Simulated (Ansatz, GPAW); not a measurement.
# The basis that the transmission of a Ga chain with one Li atom in line needs, part 3 of 3

Aim: T(E), conductance and thermopower of a Ga chain with one Li atom in line, and what cheaper settings cost in accuracy.

GPAW 26.7.0 and Ansatz 0.2.0; Ansatz plane waves; Landauer transmission by layers, zero bias (the session's first sound run).

So far, transmission at the Fermi level (one spin): step 2 (plane-wave reference (PBE)) 0.520; step 3 (GPAW, dzp, PBE, GPAW) 0.413; step 4 (GPAW, szp: basis = "szp(dzp)", PBE, GPAW) 0.391; step 5 (GPAW, sz: basis = "sz(dzp)", PBE, GPAW) 0.362; step 6 (RPBE in the dzp basis: xc = "RPBE") 0.396.

### Step 9. Broadening 0.01, density threshold 0.001

The broadening keeps the Green's functions finite; too large a value absorbs electrons where channels are open and leaks them where none are. The Hamiltonian is taken from the last density. The density threshold is one of the tests that end the cycle; the energy must settle too, so a loose value may not be the test that decides.

This step: GPAW LCAO, PAW setups; Landauer transmission from Green's functions with principal layers (ASE), zero bias (GPAW 26.7.0).

Input file run.py:

```python
import json
import numpy as np
from ase import Atoms
from ase.transport.calculators import TransportCalculator
from gpaw import GPAW, FermiDirac
from gpaw.lcao.tools import get_lcao_hamiltonian
from scipy.linalg import eigh

# The junction with lead layers at both ends, along the third cell vector
device = Atoms(
    ['Ga', 'Ga', 'Ga', 'Ga', 'Ga', 'Li', 'Ga', 'Ga', 'Ga', 'Ga', 'Ga'],
    positions=[
        [4.50000, 4.50000, 1.27500],
        [4.50000, 4.50000, 3.82500],
        [4.50000, 4.50000, 6.37500],
        [4.50000, 4.50000, 8.92500],
        [4.50000, 4.50000, 11.47500],
        [4.50000, 4.50000, 14.15030],
        [4.50000, 4.50000, 16.82560],
        [4.50000, 4.50000, 19.37560],
        [4.50000, 4.50000, 21.92560],
        [4.50000, 4.50000, 24.47560],
        [4.50000, 4.50000, 27.02560]],
    cell=[[9.0, 0.0, 0.0], [0.0, 9.0, 0.0], [0.0, 0.0, 28.3006]],
    pbc=True)

# One principal layer of the lead: the first 3 atoms of the device
lead = Atoms(
    ['Ga', 'Ga', 'Ga'],
    positions=[
        [4.50000, 4.50000, 1.27500],
        [4.50000, 4.50000, 3.82500],
        [4.50000, 4.50000, 6.37500]],
    cell=[[9.0, 0.0, 0.0], [0.0, 9.0, 0.0], [0.0, 0.0, 7.65]],
    pbc=True)

settings = dict(mode='lcao', basis='dzp', xc='PBE', h=0.2,
                occupations=FermiDirac(0.1), maxiter=250,
                mixer=dict(beta=0.1, nmaxold=8, weight=100.0),
                convergence=dict(density=0.001))
energies = np.arange(-3, 3 + 1e-9, 0.075)
eta = 0.01
n1, n2 = 1, 1
# k and -k transmit alike, so half of the mesh across the current serves
mesh = [(i, j) for i in range(n1) for j in range(n2) if (i, j) <= (-i % n1, -j % n2)]
weights = np.array([1 if (i, j) == (-i % n1, -j % n2) else 2 for i, j in mesh]) / (n1 * n2)

# [... helper functions left out ...]
fermi_lead = ground_state(lead, (1, 1, 15), 'lead.txt')
fermi_device = ground_state(device, (1, 1, 3), 'device.txt')
# [... loop over the mesh left out, but for ...]
        # Shift the lead onto the potential of the device's first layer
        shift = ((H[:, 0, 0] - H0[:, 0, 0]) / S0[0, 0]).real.mean()
# [...]
kT = 8.617333e-5 * 200
bias = [0.1, 0.2, 0.5, 1.0, 1.5, 2.0]
# [... integrals and printing left out ...]
```

Run with:

```bash
OMP_NUM_THREADS=1 OPENBLAS_NUM_THREADS=2 python run.py
```

Output:

```text
basis functions: device 135, principal layer 39
Fermi level: lead -2.8501 eV, device -2.7154 eV; lead shifted by 0.0141 eV
largest coupling past the next layer 6.03e-05 eV, largest misfit of the first layer 0.095 eV
  E-E_F (eV)   T (one spin)  [channel counts left out]
    -3.000    5.2796e-03
    -2.925    5.7102e-03
    -2.850    6.1676e-03
    -2.775    6.6525e-03
    -2.700    7.1651e-03
    -2.625    7.7059e-03
    -2.550    8.2750e-03
    -2.475    8.8724e-03
    -2.400    9.4978e-03
    -2.325    1.0151e-02
    -2.250    1.0829e-02
    -2.175    1.1530e-02
    -2.100    1.2249e-02
    -2.025    1.2977e-02
    -1.950    1.3695e-02
    -1.875    1.4375e-02
[...]
2.475    8.0118e-01
     2.550    8.2597e-01
     2.625    8.5079e-01
     2.700    8.7559e-01
     2.775    9.0031e-01
     2.850    9.2487e-01
     2.925    9.4913e-01
     3.000    9.7293e-01
conductance at 200 K: 0.31646 G0 a cell; thermopower -7.633 uV/K
current from the zero-bias T(E) at 0.1 V: 2.4295 uA
current from the zero-bias T(E) at 0.2 V: 4.7445 uA
current from the zero-bias T(E) at 0.5 V: 10.343 uA
current from the zero-bias T(E) at 1.0 V: 17.547 uA
current from the zero-bias T(E) at 1.5 V: 24.667 uA
current from the zero-bias T(E) at 2.0 V: 32.386 uA
```

It took 31 s on 2 threads of Arm Neoverse V1, shared host; peak memory 0.95 GiB.

The run finished with changed settings (eta = 0.01 and conv = 0.001); it serves as a test.

The two runs compared:

```
                                           quantity  this run  sound run  difference
                                   conductance (G₀)   0.31646    0.40504     -0.0886
                                 thermopower (μV/K)   -7.6330    -5.3265       -2.31
largest coupling past the next principal layer (eV)  6.030e-5   6.030e-5     6.4e-11
   largest misfit of the first principal layer (eV)  0.095344   0.094209     0.00114
                    shift that aligns the lead (eV)  0.014083   0.015280    -0.00120
         transmission at the Fermi level (one spin)   0.32297    0.41342     -0.0905
```

One result that differs is the thermopower, -7.63 μV/K against -5.33 μV/K.

### Step 10. Another change of settings

A last run, with other settings again.

Edit run.py of step 9 so:

```diff
@@ -33,3 +33,3 @@
         [4.50000, 4.50000, 6.37500]],
-    cell=[[9.0, 0.0, 0.0], [0.0, 9.0, 0.0], [0.0, 0.0, 7.65]],
+    cell=[[9.0, 0.0, 0.0], [0.0, 9.0, 0.0], [0.0, 0.0, 6.885]],
     pbc=True)
@@ -37,7 +37,7 @@
 settings = dict(mode='lcao', basis='dzp', xc='PBE', h=0.2,
-                occupations=FermiDirac(0.1), maxiter=250,
+                occupations=FermiDirac(0.1), maxiter=50,
                 mixer=dict(beta=0.1, nmaxold=8, weight=100.0),
-                convergence=dict(density=0.001))
+                convergence=dict(density=0.0001))
 energies = np.arange(-3, 3 + 1e-9, 0.075)
-eta = 0.01
+eta = 0.0001
 n1, n2 = 1, 1
```

Output:

```text
basis functions: device 135, principal layer 39
Fermi level: lead -3.3299 eV, device -2.7153 eV; lead shifted by 0.6196 eV
largest coupling past the next layer 2.38e-03 eV, largest misfit of the first layer 1.206 eV
  E-E_F (eV)   T (one spin)  [channel counts left out]
    -3.000    1.7431e-04
    -2.925    3.2432e-04
    -2.850    5.5060e-04
    -2.775    9.1884e-04
    -2.700    1.5467e-03
    -2.625    2.6557e-03
    -2.550    4.6725e-03
    -2.475    8.4256e-03
    -2.400    1.5493e-02
    -2.325    2.8666e-02
    -2.250    5.1989e-02
    -2.175    8.8529e-02
    -2.100    1.3410e-01
    -2.025    1.7304e-01
    -1.950    1.8839e-01
    -1.875    1.7744e-01
[...]
2.475    9.9478e-01
     2.550    8.7696e-01
     2.625    7.9554e-01
     2.700    7.4632e-01
     2.775    7.2234e-01
     2.850    7.1720e-01
     2.925    7.2518e-01
     3.000    7.3993e-01
conductance at 200 K: 8.411e-07 G0 a cell; thermopower -251.6 uV/K
current from the zero-bias T(E) at 0.1 V: 1.1684e-05 uA
current from the zero-bias T(E) at 0.2 V: 4.9967e-05 uA
current from the zero-bias T(E) at 0.5 V: 0.0071809 uA
current from the zero-bias T(E) at 1.0 V: 0.21274 uA
current from the zero-bias T(E) at 1.5 V: 0.88534 uA
current from the zero-bias T(E) at 2.0 V: 1.1991 uA
```

Elapsed: 36 s, on 2 threads; peak memory 0.94 GiB.

The run finished. A setting was moved off its sound value on purpose, so it serves as a test and not as the result.

The fault put into the input: a lead period that doesn't match its atoms (period = 6.885).

The two runs compared:

```
                                           quantity   this run  sound run  difference
                                   conductance (G₀)   8.411e-7    0.40504      -0.405
largest coupling past the next principal layer (eV)  0.0023773   6.030e-5     0.00232
   largest misfit of the first principal layer (eV)     1.2065   0.094209        1.11
                    shift that aligns the lead (eV)    0.61958   0.015280       0.604
         transmission at the Fermi level (one spin)   1.781e-7    0.41342      -0.413
```

One result that differs is the transmission at the Fermi level (one spin), 1.8e-7 against 0.413.

### Step 11. Outcome

| Quantity | Value |
| --- | --- |
| conductance | 0.405 G₀ |
| transmission at the Fermi level, mean of the spins | 0.413 |
| thermopower | -5.33 μV/K |

In words: In the dzp basis the junction conducts 0.405 G₀ at 200 K, with T = 0.413 a spin at the Fermi level; the szp basis reaches that conductance within 10 %. Plane waves (PBE) give T = 0.520 there. At the Fermi level the three most open eigenchannels pass 0.16, 0.16 and 0.095. The negative thermopower says that the thermally weighted transmission is larger above the Fermi level, as for electron-like transport. Measured against the first run (pw-pbe), the nearest curve is that of dzp (r.m.s. 0.36) and the farthest that of szp (0.43). Over the compared runs wall time goes from 22 s (sz) to 1578 s (pw-pbe), on a shared host. The geometry was built from estimated bond lengths and not relaxed, so the numbers describe this model structure. The run had no spin polarisation, so a magnetic state, which chains and small molecules with open shells often have, wasn't tested. An evenly spaced straight chain is an idealisation: free chains tend to dimerise, zigzag or, where a band edge lies near the Fermi level, turn magnetic. The currents use the zero-bias T(E) throughout, which holds only while the bias is small against the distance to the nearest feature. The energy step is wider than the thermal energy, so the conductance and thermopower rest on interpolation of T(E).

[Logs are printed without paths, hosts, clocks, repeated set-up lines and the standing remarks that a program may print on its own settings, such as how far it seeks lower states.]

[Hosts, paths, dates, database ids (printed as entryN), source tags and the programs' standing remarks are cut or masked in the printed files.]
